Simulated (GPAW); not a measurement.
The system is Nb.

```
Nb
1.0
    -1.66395    1.66395    1.66395
     1.66395   -1.66395    1.66395
     1.66395    1.66395   -1.66395
Nb
1
Cartesian
  0.0000 0.0000 0.0000
```

Program: GPAW 26.7.0. Alike in all runs: task band structure; no spin polarisation; cell as given; k mesh 11 × 11 × 11; cutoff (eV) 600; smearing fermi-dirac 0.05 eV.

Problem. Order these runs on this cell by their pressure, lowest first.
A. level revPBE; potentials or basis the program's PAW data sets (release 1.2.1) made for this functional, pw
B. level BLYP; potentials or basis PAW data sets generated in the run's folder for this functional, pw; eigensolver davidson
C. level LDA; potentials or basis the program's PAW data sets (release 1.2.1) made for this functional, pw
D. level PBE; potentials or basis GPAW PAW data sets (gpaw-data 1.2.1), pw
E. level PBEsol; potentials or basis PAW data sets generated in the run's folder for this functional, pw

Solution. C (-12.4 GPa), E (-8.5 GPa), D (-2.7 GPa), A (-0.6 GPa), B (3.1 GPa).
